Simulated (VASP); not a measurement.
# Cu3N: relaxation of cell and atoms with PBE+D3(BJ)

Cu3N:

```
Cu N
1.0
     3.78776    0.00000    0.00000
     0.00000    3.78776    0.00000
     0.00000    0.00000    3.78776
Cu N
3 1
Direct
  0.50000 0.00000 0.00000
  0.00000 0.50000 0.00000
  0.00000 0.00000 0.50000
  0.00000 0.00000 0.00000
```

```yaml
Program: VASP 6.6.1
Task: relaxation of cell and atoms
Functional: PBE
Dispersion: D3(BJ)
Potentials_or_basis: VASP PAW PBE potentials, release 64 (Cu, N)
Cutoff: 600 eV
k_mesh: 10 × 10 × 10
Occupations: methfessel-paxton, width 0.1 eV
Spin: no spin polarisation
Further_INCAR_settings: ALGO = Normal; EDIFF = 1e-07; IBRION = 2; EDIFFG = -0.005; NSW = 90; ISIF = 3
```

```yaml
Pressure_after_relaxing: 0.0 GPa
Band_gap_on_the_k_mesh: 0.14 eV, indirect (least direct gap 0.69 eV)
Dispersion_energy_per_atom: -0.352 eV
```

Final structure:
```
CELL_PARAMETERS angstrom
3.78776 0.00000 0.00000
0.00000 3.78776 0.00000
0.00000 0.00000 3.78776
ATOMIC_POSITIONS crystal
Cu 0.50000 0.00000 0.00000
Cu 0.00000 0.50000 0.00000
Cu 0.00000 0.00000 0.50000
N 0.00000 0.00000 0.00000
```

Levels at points of the mesh, in eV from the valence-band top:
```csv
k point,band 17,band 18,band 19,band 20,band 21,band 22
"(0.00, 0.00, 0.00)",-1.87,-1.87,-1.83,1.06,5.37,5.37
"(0.50, 0.00, 0.00)",-1.87,-1.45,-1.45,1.63,3.35,6.91
"(0.50, 0.50, 0.00)",-1.10,-1.10,-0.71,0.14,3.65,4.88
"(0.50, 0.50, 0.50)",0.00,0.00,0.00,0.76,0.76,0.76
```

Wall time 35 s on 1 thread of Intel(R) Xeon(R) 6975P-C (Granite Rapids) (shared host), peak memory 0.23 GiB.

Caveat: the relaxation stopped at its first step, so nothing moved. As with any semilocal functional, this PBE gap is likely too small.
